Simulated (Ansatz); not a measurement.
Input and command of a plane-wave DFT calculation in Ansatz:

```yaml
crystal:
  lattice:
    - [2.6468900275, -5.557217064, 0.0044474158]
    - [2.6468900275, 5.557217064, 0.0044474158]
    - [-2.0341942202, 0.0, 4.9753636528]
  atoms:
    - { symbol: Mo, position: [0.9420458152, 0.0579541848, 0.25] }
    - { symbol: Mo, position: [0.0579541848, 0.9420458152, 0.75] }
    - { symbol: P, position: [0.1829539972, 0.3741936485, 0.6819998545] }
    - { symbol: P, position: [0.6258063515, 0.8170460028, 0.8180001455] }
    - { symbol: P, position: [0.8170460028, 0.6258063515, 0.3180001455] }
    - { symbol: P, position: [0.3741936485, 0.1829539972, 0.1819998545] }
    - { symbol: P, position: [0.0568821514, 0.4973146812, 0.1900550198] }
    - { symbol: P, position: [0.5026853188, 0.9431178486, 0.3099449802] }
    - { symbol: P, position: [0.9431178486, 0.5026853188, 0.8099449802] }
    - { symbol: P, position: [0.4973146812, 0.0568821514, 0.6900550198] }
basis:
  ecutwfc: 420
kpoints:
  mp_grid: { grid: [10, 10, 8] }
hamiltonian:
  xc: pbesol
scf:
  occupations: { method: gaussian, width: 0.15 }
output:
  forces: true
  stress: true
  eigenvalues: true
```

```bash
ansatz run input.yaml --threads 2 --pin off --max-ram 5120MiB --backend cpu --events-out ev --progress --plain --runs-dir out
```

Processor: Intel(R) Xeon(R) Platinum 8488C (Sapphire Rapids), 2 threads, on a host shared with other jobs.

Q: Estimate time, memory and problem size.

A: About 29 s on 2 threads of Intel(R) Xeon(R) Platinum 8488C (Sapphire Rapids), with other jobs on the host, peak memory 1.2 GiB. It solves 44 bands at 227 k points (the mesh reduced by symmetry) with about 2861 plane waves, in 7 SCF iterations.
